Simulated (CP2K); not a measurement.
The system is Ti.

```
Ti
1.0
     2.87085    0.00000    0.00000
     1.43543    2.48623    0.00000
     1.43543    0.82874    2.34404
Ti
1
Direct
  0.00000 0.00000 0.00000
```

This isn't the form of Ti at room conditions, which is hcp.

Base run:

- Program: CP2K 2026.2
- Functional: revPBE
- Potentials or basis: POTENTIAL_UZH Ti GTH-PBE-q12; TZVP-MOLOPT-PBE-GTH basis
- Density cutoff: 9184 eV
- k mesh: 11 × 11 × 11
- Occupations: fermi-dirac, width 0.05 eV
- Spin: no spin polarisation

Its results: band gap on the k mesh none (metal or under the smearing width); pressure 6.6 GPa.

Question: The run is repeated on the same cell with these changes: functional from revPBE to PBE. What comes out?

Answer: Band gap on the k mesh none (metal or under the smearing width); pressure 4.3 GPa.

PBE binds more tightly than revPBE, so the same cell stands under less pressure.

Caveats: the basis of atomic orbitals isn't converged, which shifts pressures, moduli and gaps; the potentials were made for another functional, which shifts forces and pressure (some runs).
